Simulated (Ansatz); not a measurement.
Set up this calculation in Ansatz 0.2.0, as the native input.

| Item | Value |
| --- | --- |
| Task | single point |
| Functional | PBE |
| Potentials or basis | Ansatz PAW |
| Cutoff | 420 eV (not typed: the program's choice for these potentials) |
| k mesh | 10 × 10 × 10 |
| Occupations | fermi-dirac, width 0.05 eV |
| Spin | collinear spin, ferromagnetic start |
| Starting moments | [2.0, 0.0] μB |

Crystal: CoO.

```
Co O
1.0
     0.00000    2.34364    2.34364
     2.34364    0.00000    2.34364
     2.34364    2.34364    0.00000
Co O
1 1
Direct
  0.00000 0.00000 0.00000
  0.25000 0.25000 0.25000
```

Measurements of this composition are mostly on another form, of space group No. 225.

These files were run (other wordings do the same):

input.yaml

```yaml
crystal:
  lattice:
    - [0.0, 2.34364184, 2.34364184]
    - [2.34364184, 0.0, 2.34364184]
    - [2.34364184, 2.34364184, 0.0]
  atoms:
    - { symbol: Co, position: [0.0, 0.0, 0.0], spin: 2.0 }
    - { symbol: O, position: [0.25, 0.25, 0.25] }
hamiltonian:
  xc: pbe
  pseudopotentials: { kind: paw }
magnetization:
  spin_polarized: true
kpoints:
  mp_grid: { grid: [10, 10, 10] }
scf:
  occupations: { method: fermi_dirac, width: 0.05 }
output:
  forces: true
  stress: true
  eigenvalues: true
  write_density: true
  write_potential: true
  elf: true
  volumetric_format: npy
```

Potentials or basis: Ansatz PAW.

Launch:

```console
$ ansatz run input.yaml --threads 2 --pin off --max-ram 5632MiB --backend cpu --events-out ev --progress --plain --runs-dir out
```

Results of the run:

```json
{
  "Pressure": "-12.3 GPa",
  "Band gap on the k mesh": "none (metal or under the smearing width)",
  "Net moment": "2.98 μB per cell",
  "Absolute moment": "2.99 μB per cell",
  "Site moments": "Co +2.42; O +0.34 μB"
}
```

Caveat: the pressure holds a Pulay correction of +0.6 GPa for the finite cutoff; a cell with one magnetic atom can't hold antiferromagnetic order, which such compounds often take; semilocal functionals often make such compounds metallic where correlation or magnetic order opens a gap, which also shifts bond lengths.

Run time: 4.3 s on 2 threads of Arm Neoverse V1 (shared host), peak memory 0.32 GiB.
